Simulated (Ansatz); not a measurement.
Consider the cleavage of the Al–Al bond: `[OH][AlH][AlH2]` + `CCCS` → `CCC[S][AlH2]` + `[OH][AlH2]`.

Program: Ansatz. Geometries: PBE0-D4/def2-TZVP. ΔE: electronic, gas phase. CCSD(T)/CBS is the MP2 limit (def2-TZVPP, def2-QZVPP) plus CCSD(T) − MP2 in def2-TZVPP, frozen cores. This one scheme is used for every species. DFT in def2-TZVPP. One conformer a species, not always the lowest.

CCSD(T)/CBS gives -1.20 eV.

Q: Another level gave -1.14 eV. Which?
A. CCSD/def2-TZVPP
B. r2SCAN/def2-TZVPP
C. MP2/def2-TZVPP
D. PBE-D4/def2-TZVPP

A: A. CCSD/def2-TZVPP -1.14, PBE-D4 -1.09, r2SCAN -1.23, MP2/def2-TZVPP -1.30 eV.

Largest T1 diagnostic among the species: 0.013.

The D4 term adds −0.05 eV with B3LYP and −0.03 eV with PBE0; it sums over pairs of atoms, weighted by their polarisabilities, and B3LYP, whose exchange is more repulsive, gets the larger term.

B3LYP here is the variant with VWN-RPA as its local correlation; programs differ in this.

CCSD(T)/CBS has its own doubt, a few kJ/mol and more with outer-core shells, so smaller differences from it don't rank the levels.
